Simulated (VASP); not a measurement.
# Pt (Fm-3m) in VASP: density of states with PBE

Aim: the density of states of Pt with PBE.

Everything below comes from runs of VASP 6.6.1. Logs are shortened: lines on timing, memory, paths and dates and some standing lists are left out, and cuts for length are marked.

## Step 1: The crystal as given

It takes space group Fm-3m (No. 225, cubic). Conventional cell: a = 3.957 Å, b = 3.957 Å, c = 3.957 Å, α = 90.00°, β = 90.00°, γ = 90.00°. Around Pt (site symmetry m-3m) lie 12 Pt at 2.80 Å.

## Step 2: Density of states, PBE

File POSCAR:

```
Pt                                      
1.0
    0.0000000000      1.9786866902      1.9786866902
    1.9786866902      0.0000000000      1.9786866902
    1.9786866902      1.9786866902      0.0000000000
  Pt            
     1
Direct
     0.0000000000000000    0.0000000000000000    0.0000000000000000
```

File INCAR.step1:

```
PREC = Accurate
ENCUT = 520
EDIFF = 1E-7
ISMEAR = 0
SIGMA = 0.1
LREAL = False
LASPH = True
NELM = 80
ALGO = Fast
ISIF = 2
LWAVE = False
LCHARG = True
LMAXMIX = 4
GGA = PE
```

File KPOINTS.step1:

```
Automatic mesh
0
Gamma
  4 4 4
```

File INCAR.step2:

```
PREC = Accurate
ENCUT = 520
EDIFF = 1E-7
ISMEAR = -5
SIGMA = 0.1
LREAL = False
LASPH = True
NELM = 80
ALGO = Fast
ISIF = 2
LWAVE = False
LCHARG = False
LMAXMIX = 4
GGA = PE
LORBIT = 10
NEDOS = 2001
ICHARG = 11
```

File KPOINTS.step2:

```
Automatic mesh
0
Gamma
  6 6 6
```

Potentials or basis: VASP PAW PBE potentials, release 64 (Pt).

Run with:

```bash
$ cat potpaw_PBE.64/Pt/POTCAR > POTCAR
$ cp INCAR.step1 INCAR
$ cp KPOINTS.step1 KPOINTS
$ mpirun -np 1 vasp_std > vasp.out
$ cp INCAR.step2 INCAR
$ cp KPOINTS.step2 KPOINTS
$ mpirun -np 1 vasp_std > vasp.out
```

OUTCAR:

```text
PREC = Accurate
   ENCUT = 520
   EDIFF = 1E-7
   ISMEAR = -5
   LREAL = False
   LASPH = True
   NELM = 80
   ISIF = 2
   GGA = PE
   LORBIT = 10
   ICHARG = 11

 ion  position               nearest neighbor table
   1  0.000  0.000  0.000-

  LATTYP: Found a face centered cubic cell.
 ALAT       =     3.9573733804

  Lattice vectors:

 A1 = (   0.0000000000,   1.9786866902,   1.9786866902)
 A2 = (   1.9786866902,   0.0000000000,   1.9786866902)
 A3 = (   1.9786866902,   1.9786866902,   0.0000000000)

Analysis of symmetry for initial positions (statically):
=====================================================================
 Subroutine PRICEL returns:
 Original cell was already a primitive cell.

 Routine SETGRP: Setting up the symmetry group for a
 face centered cubic supercell.

 Subroutine GETGRP returns: Found 48 space group operations
 (whereof 48 operations were pure point group operations)
 out of a pool of 48 trial point group operations.

The static configuration has the point symmetry O_h .

Analysis of symmetry for dynamics (positions and initial velocities):
=====================================================================
 Subroutine PRICEL returns:
 Original cell was already a primitive cell.

 Routine SETGRP: Setting up the symmetry group for a
 face centered cubic supercell.

 Subroutine GETGRP returns: Found 48 space group operations
 (whereof 48 operations were pure point group operations)
 out of a pool of 48 trial point group operations.

The dynamic configuration has the point symmetry O_h .

 Subroutine INISYM returns: Found 48 space group operations
 (whereof 48 operations are pure point group operations),
 and found     1 'primitive' translations

----------------------------------------------------------------------------------------

                                     Primitive cell

  volume of cell :      15.4939

  direct lattice vectors                    reciprocal lattice vectors
     0.000000000  1.978686690  1.978686690    -0.252692861  0.252692861  0.252692861
     1.978686690  0.000000000  1.978686690     0.252692861 -0.252692861  0.252692861
     1.978686690  1.978686690  0.000000000     0.252692861  0.252692861 -0.252692861

  length of vectors
     2.798285553  2.798285553  2.798285553     0.437676873  0.437676873  0.437676873

  position of ions in fractional coordinates (direct lattice)
     0.000000000  0.000000000  0.000000000

  ion indices of the primitive-cell ions
   primitive index   ion index
                 1           1

----------------------------------------------------------------------------------------

 KPOINTS: Automatic mesh

Automatic generation of k-mesh.
 Grid dimensions read from file:
 generate k-points for:    6    6    6

 Generating k-lattice:

  Cartesian coordinates                     Fractional coordinates (reciprocal lattice)
    -0.042115477  0.042115477  0.042115477     0.166666667  0.000000000  0.000000000
     0.042115477 -0.042115477  0.042115477     0.000000000  0.166666667  0.000000000
     0.042115477  0.042115477 -0.042115477     0.000000000  0.000000000  0.166666667

  Length of vectors
     0.072946146  0.072946146  0.072946146

  Shift w.r.t. Gamma in fractional coordinates (k-lattice)
     0.000000000  0.000000000  0.000000000

 TETIRR: Found     35 inequivalent tetrahedra from     1296

 Subroutine IBZKPT returns following result:
 ===========================================

 Found     16 irreducible k-points:

 Following reciprocal coordinates:
            Coordinates               Weight
  0.000000  0.000000  0.000000      1.000000
  0.166667  0.000000  0.000000      8.000000
  0.333333  0.000000  0.000000      8.000000
  0.500000  0.000000  0.000000      4.000000
  0.166667  0.166667  0.000000      6.000000
  0.333333  0.166667  0.000000     24.000000
  0.500000  0.166667  0.000000     24.000000
 -0.333333  0.166667  0.000000     24.000000
 -0.166667  0.166667  0.000000     12.000000
  0.333333  0.333333  0.000000      6.000000
  0.500000  0.333333  0.000000     24.000000
 -0.333333  0.333333  0.000000     12.000000
  0.500000  0.500000  0.000000      3.000000
  0.500000  0.333333  0.166667     24.000000
 -0.333333  0.333333  0.166667     24.000000
 -0.333333  0.500000  0.166667     12.000000
   k-points           NKPTS =     16   k-points in BZ     NKDIM =     16   number of bands    NBANDS=      9
   number of dos      NEDOS =   2001   number of ions     NIONS =      1
   total plane-waves  NPLWV =  13824
   dimension x,y,z NGX =    24 NGY =   24 NGZ =   24
   dimension x,y,z NGXF=    48 NGYF=   48 NGZF=   48
   ions per type =               1
   NGX,Y,Z   is equivalent  to a cutoff of  14.26, 14.26, 14.26 a.u.
   NGXF,Y,Z  is equivalent  to a cutoff of  28.52, 28.52, 28.52 a.u.
 SYSTEM =  unknown system
   PREC   = accura    normal or accurate (medium, high low for compatibility)
   ISTART =      0    job   : 0-new  1-cont  2-samecut
   ICHARG =     11    charge: 1-file 2-atom 10-const
   ISPIN  =      1    spin polarized calculation?
   LNONCOLLINEAR =      F non collinear calculations
   LSORBIT =      F    spin-orbit coupling
   LASPH  =      T    aspherical Exc in radial PAW
   ENCUT  =  520.0 eV  38.22 Ry    6.18 a.u.   5.20  5.20  5.20*2*pi/ulx,y,z
   NELM   =     80;   NELMIN=  2; NELMDL=  0     # of ELM steps
   EDIFF  = 0.1E-06   stopping-criterion for ELM
   LREAL  =      F    real-space projection
[... 7 lines left out ...]
   TEBEG  =    0.0;   TEEND  =   0.0 temperature during run
   PSTRESS=    0.0 pullay stress
   NELECT =      10.0000    total number of electrons
   NUPDOWN=      -1.0000    fix difference up-down
   EMIN   =  10.00;   EMAX   =-10.00  energy-range for DOS
   EFERMI =   0.00;   METHOD = LEGACY
   ISMEAR =    -5;   SIGMA  =   0.10  broadening in eV -4-tet -1-fermi 0-gaus
   EFERMI_NEDOS =   21; number of points for ismear=-14 and -15
   IALGO  =     68    algorithm
   IMIX   =      4    mixing-type and parameters
     AMIX     =   0.40;   BMIX     =  1.00
     AMIX_MAG =   1.60;   BMIX_MAG =  1.00
  volume/ion in A,a.u.               =      15.49       104.56
  Fermi-wavevector in a.u.,A,eV,Ry     =   1.414776  2.673540 27.233315  2.001592
  Thomas-Fermi vector in A             =   2.536283
   LORBIT       =     10    0 simple, 1 ext, 2 COOP (PROOUT), +10 PAW based schemes
   GGA     = PE    functional components
   LHFCALC =     F    Hartree Fock is set to
   AEXX    =    0.0000 exact exchange contribution
   IVDW    =     0    specifies the selected vdW correction
   LEPSILON=     F    determine dielectric tensor
   LRPA    =     F    only Hartree local field effects (RPA)
 non-spin polarized calculation
 RMM-DIIS sequential band-by-band and
 Fermi weights with tetrahedron method with Bloechl corrections
  energy-cutoff  :      520.00
  volume of cell :       15.49
 maximum number of plane-waves:       444
 NGX is ok and might be reduce to    24

 number of electron      10.0000001 magnetization

 Free energy of the ion-electron system (eV)
  ---------------------------------------------------
  ext. energy  EPLUGINS =         0.00000000
  ---------------------------------------------------
  free energy    TOTEN  =        -6.22342808 eV

  energy without entropy =       -6.22342808  energy(sigma->0) =       -6.22342808

 E-fermi :  10.6915     XC(G=0): -13.3296

 val. band max:       11.2027129578   @ k =   0.5000   0.5000   0.0000
 cond. band min:      10.3274219823   @ k =   0.3333   0.3333   0.0000
 fundamental gap:     -0.8752909755
 Fermi energy:        10.6914957269

 k-point     1 :       0.0000    0.0000    0.0000
  band No.  band energies     occupation
      1       0.8344      2.00000
      2       7.1144      2.00000
      3       7.1144      2.00000
      4       7.1144      2.00000
      5       9.1916      2.00000
      6       9.1916      2.00000
      7      25.4475      0.00000
      8      30.2899      0.00000
      9      30.2899      0.00000

 k-point     2 :       0.1667    0.0000    0.0000
  band No.  band energies     occupation
      1       1.8563      2.00000
      2       6.7711      2.00000
      3       7.4300      2.00000
      4       7.4300      2.00000
      5       9.0935      2.00000
      6       9.0935      2.00000
      7      26.5411      0.00000
      8      26.8340      0.00000
      9      31.8237      0.00000

 k-point     3 :       0.3333    0.0000    0.0000
  band No.  band energies     occupation
      1       3.5121      2.00000
      2       7.3128      2.00000
      3       7.3128      2.00000
      4       7.6142      2.00000
      5       9.9563      2.04583
      6       9.9563      1.35236
      7      20.8794      0.00000
      8      26.1622      0.00000
      9      31.8337      0.00000

 k-point     4 :       0.5000    0.0000    0.0000
  band No.  band energies     occupation
      1       3.6958      2.00000
      2       7.0651      2.00000
      3       7.0651      2.00000
      4      10.3916      2.00000
      5      10.7795      1.24694
      6      10.7795      0.13382
      7      16.3815      0.00000
      8      25.0226      0.00000
      9      29.5408      0.00000

 k-point     5 :       0.1667    0.1667    0.0000
  band No.  band energies     occupation
      1       2.2103      2.00000
      2       6.3016      2.00000
      3       7.8425      2.00000
      4       7.8425      2.00000
      5       8.3234      2.00000
      6       9.5489      2.00000
      7      27.5060      0.00000
      8      28.4551      0.00000
      9      29.7531      0.00000

 k-point     6 :       0.3333    0.1667    0.0000
  band No.  band energies     occupation
      1       3.9004      2.00000
      2       5.9780      2.00000
      3       7.2299      2.00000
      4       8.1586      2.00000
      5       9.7346      2.03093
      6      10.2478      1.22413
      7      23.3960      0.00000
      8      27.7198      0.00000
      9      28.4340      0.00000

 k-point     7 :       0.5000    0.1667    0.0000
  band No.  band energies     occupation
      1       4.4319      2.00000
      2       6.5107      2.00000
      3       7.6965      2.00000
      4       7.8073      2.00000
      5      10.8377      1.23726
      6      13.1771     -0.06598
      7      17.0457      0.00000
      8      25.8643      0.00000
      9      28.0070      0.00000

 k-point     8 :      -0.3333    0.1667    0.0000
  band No.  band energies     occupation
      1       4.5276      2.00000
      2       6.7033      2.00000
      3       7.3487      2.00000
      4       7.7802      2.00000
      5       9.7215      2.25941
      6      12.4304     -0.10535
      7      19.2520      0.00000
      8      25.4444      0.00000
      9      27.5923      0.00000

 k-point     9 :      -0.1667    0.1667    0.0000
  band No.  band energies     occupation
      1       3.3316      2.00000
      2       6.2939      2.00000
      3       7.4188      2.00000
      4       8.0776      2.00000
      5       8.3801      2.00000
      6      10.3189      1.48328
      7      24.6968      0.00000
      8      26.9824      0.00000
      9      30.3336      0.00000

 k-point    10 :       0.3333    0.3333    0.0000
  band No.  band energies     occupation
      1       4.2229      2.00000
      2       4.9668      2.00000
      3       8.7439      2.00006
      4       9.7603      2.00451
      5       9.7603      2.11995
      6      10.3274      0.74113
      7      25.0163      0.00000
      8      25.0163      0.00000
      9      25.5983      0.00000

 k-point    11 :       0.5000    0.3333    0.0000
  band No.  band energies     occupation
      1       4.5018      2.00000
      2       5.0541      2.00000
      3       8.4777      2.00009
      4       9.6438      2.00906
      5      10.9759      0.50001
      6      13.7245     -0.03616
      7      19.0893      0.00000
      8      22.8985      0.00000
      9      24.2056      0.00000

 k-point    12 :      -0.3333    0.3333    0.0000
  band No.  band energies     occupation
      1       5.1307      2.00000
      2       6.0809      2.00000
      3       7.2018      2.00000
      4       8.9537      2.00000
      5      10.1296      2.20878
      6      14.9986      0.00000
      7      19.3436      0.00000
      8      20.2578      0.00000
      9      27.2205      0.00000

 k-point    13 :       0.5000    0.5000    0.0000
  band No.  band energies     occupation
      1       3.9756      2.00000
      2       4.3979      2.00000
      3      10.7554      1.99852
      4      11.2027      1.60942
      5      11.2027      0.00878
      6      12.5779      0.00024
      7      19.3420      0.00000
      8      22.0615      0.00000
      9      22.0615      0.00000

 k-point    14 :       0.5000    0.3333    0.1667
  band No.  band energies     occupation
      1       5.2591      2.00000
      2       5.6580      2.00000
      3       6.5975      2.00000
      4       9.2576      2.00000
      5       9.7533      2.25624
      6      12.6718     -0.12389
      7      21.2666      0.00000
      8      23.2788      0.00000
      9      26.3283      0.00000

 k-point    15 :      -0.3333    0.3333    0.1667
  band No.  band energies     occupation
      1       5.6049      2.00000
      2       5.7349      2.00000
      3       6.8565      2.00000
      4       8.7418      2.00000
      5      10.6090      1.49078
      6      16.2214      0.00000
      7      16.7056      0.00000
      8      22.8003      0.00000
      9      24.5963      0.00000

 k-point    16 :      -0.3333    0.5000    0.1667
  band No.  band energies     occupation
      1       4.8903      2.00000
      2       5.2901      2.00000
      3       7.8574      2.00011
      4       9.4448      2.01016
      5      11.2053     -0.11818
      6      16.6703      0.00000
      7      17.9550      0.00000
      8      20.6675      0.00000
      9      22.5476      0.00000

------------------------ aborting loop because EDIFF is reached ----------------------------------------

  FORCE on cell =-STRESS in cart. coord.  units (eV):
  Direction    XX          YY          ZZ          XY          YZ          ZX
  --------------------------------------------------------------------------------------
  -------------------------------------------------------------------------------------
  Total       -0.1928163     -0.1928163     -0.1928163      0.0000000      0.0000000      0.0000000
  in kB      -19.9385395    -19.9385395    -19.9385395      0.0000000      0.0000000      0.0000000
  external PRESSURE =     -19.9385395 kB  Pullay stress =       0.0000000 kB

 VOLUME and BASIS-vectors are now :
 -----------------------------------------------------------------------------
  energy-cutoff  :      520.00
  volume of cell :       15.49
      direct lattice vectors                 reciprocal lattice vectors
     0.000000000  1.978686690  1.978686690    -0.252692861  0.252692861  0.252692861
     1.978686690  0.000000000  1.978686690     0.252692861 -0.252692861  0.252692861
     1.978686690  1.978686690  0.000000000     0.252692861  0.252692861 -0.252692861

 POSITION                                       TOTAL-FORCE (eV/Angst)
 -----------------------------------------------------------------------------------
      0.00000      0.00000      0.00000         0.000000      0.000000      0.000000
 -----------------------------------------------------------------------------------
    total drift:                               -0.000000      0.000000     -0.000000

  FREE ENERGIE OF THE ION-ELECTRON SYSTEM (eV)
  ---------------------------------------------------
  free  energy   TOTEN  =        -6.2234280802 eV

  energy  without entropy=       -6.2234280802  energy(sigma->0) =       -6.22342808

 total charge

# of ion       s       p       d       tot
------------------------------------------
    1        0.625   0.583   8.017   9.225
```

It took 4 s on 1 thread of AMD EPYC 9R45 (Zen 5), shared host; peak memory 0.1 GiB.

Results:

- Valence electrons inside the program's atomic spheres: Pt 9.22

Levels at points of the mesh, in eV from the Fermi level:
| k point | band 3 | band 4 | band 5 | band 6 | band 7 | band 8 |
| --- | --- | --- | --- | --- | --- | --- |
| (0.00, 0.00, 0.00) | -3.58 | -3.58 | -1.50 | -1.50 | 14.76 | 19.60 |
| (0.50, 0.00, 0.00) | -3.63 | -0.30 | 0.09 | 0.09 | 5.69 | 14.33 |
| (0.50, 0.50, 0.00) | 0.06 | 0.51 | 0.51 | 1.89 | 8.65 | 11.37 |

States per cell in windows of 1 eV (zero at the Fermi level; states under -8 eV left out):
```
from (eV)  total  Pt1_d  Pt1_p  Pt1_s
     -8.0   0.20   0.04   0.02   0.11
     -7.0   0.86   0.46   0.06   0.22
     -6.0   1.45   1.10   0.08   0.12
     -5.0   1.16   1.01   0.05   0.01
     -4.0   1.91   1.51   0.20   0.05
     -3.0   1.36   1.15   0.10   0.03
     -2.0   1.41   1.28   0.05   0.02
     -1.0   1.53   1.45   0.02   0.01
      0.0   0.61   0.55   0.03   0.02
      1.0   0.33   0.23   0.05   0.03
      2.0   0.31   0.16   0.07   0.05
      3.0   0.34   0.14   0.08   0.08
      4.0   0.23   0.09   0.06   0.06
      5.0   0.14   0.04   0.04   0.04
      6.0   0.27   0.08   0.08   0.07
      7.0   0.42   0.11   0.14   0.11
```

Caveat: the k mesh is coarse (spacing up to 0.69 Å⁻¹), so the values aren't converged; tetrahedron occupations give inexact forces and stress in metals.
